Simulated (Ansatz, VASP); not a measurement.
## BaS in VASP and in Ansatz

Contents of POSCAR:

```
BaS
1.0
    0.0000000000      3.2117958739      3.1600859603
    3.2117958739      0.0000000000      3.1600859603
    3.2117958739      3.2117958739      0.0000000000
Ba S
1 1
Direct
    0.0000000000      0.0000000000      0.0000000000
    0.5000000000      0.5000000000      0.5000000000
```

File INCAR.step1:

```
PREC = Accurate
ENCUT = 520
ISMEAR = 0
SIGMA = 0.01
LREAL = False
LASPH = True
NELM = 100
NBANDS = 15
GGA = PE
ALGO = Normal
EDIFF = 1E-4
LWAVE = True
LCHARG = False
```

Contents of INCAR.step2:

```
PREC = Accurate
ENCUT = 520
EDIFF = 1E-6
ISMEAR = 0
SIGMA = 0.01
LREAL = False
LASPH = True
NELM = 100
ALGO = Normal
ISIF = 2
LWAVE = False
LCHARG = False
METAGGA = R2SCAN
LMIXTAU = True
NBANDS = 15
ISTART = 1
```

Contents of KPOINTS:

```
regular mesh
0
Gamma
  8 8 8
```

Input for Ansatz:

```yaml
crystal:
  lattice:
    - [0.0, 3.2117958739, 3.1600859603]
    - [3.2117958739, 0.0, 3.1600859603]
    - [3.2117958739, 3.2117958739, 0.0]
  atoms:
    - { symbol: Ba, position: [0.0, 0.0, 0.0] }
    - { symbol: S, position: [0.5, 0.5, 0.5] }
kpoints:
  mp_grid: { grid: [8, 8, 8] }
  band_path:
    path:
      - [0.0, 0.0, 0.0]
      - [0.5, 0.0, 0.5]
      - [0.625, 0.25, 0.625]
      - [0.375, 0.375, 0.75]
      - [0.5, 0.5, 0.5]
      - [0.5, 0.25, 0.75]
    npoints: 1
hamiltonian:
  xc: r2scan
scf:
  occupations: { method: fixed }
  n_extra_bands: 4
output:
  forces: true
  stress: true
  eigenvalues: true
```

Change from the starting cell: uniaxial_z strain -1.6%.

Alike in both runs: task single point; functional r2SCAN; k mesh 8 × 8 × 8; no spin polarisation.

|  | VASP | Ansatz |
| --- | --- | --- |
| version | VASP 6.6.1 | Ansatz 0.2.0 |
| potentials or method | VASP PAW PBE potentials, release 64 (Ba_sv, S) | plane waves, PAW |
| plane-wave cutoff (eV) | 520 | 500 |
| occupations | gaussian, width 0.01 eV | fixed |
| valence electrons in the cell | 16 | 16 |

VASP gave:

| Item | Value |
| --- | --- |
| gap on the k mesh at the Fermi level (eV) | 2.41 |
| pressure (GPa) | 1.4 |
| largest component of the traceless stress (GPa) | 1.07 |

Task: What did Ansatz give for the same quantities?

Result: gap on the k mesh at the Fermi level (eV): 2.51; pressure (GPa): 0.8; largest component of the traceless stress (GPa): 0.98.

Caveats: the PAW data sets were made with another functional, which shifts forces and pressure a little (VASP); spin-orbit coupling is left out, which moves the levels of the heavy elements. A k mesh can miss the band edges.
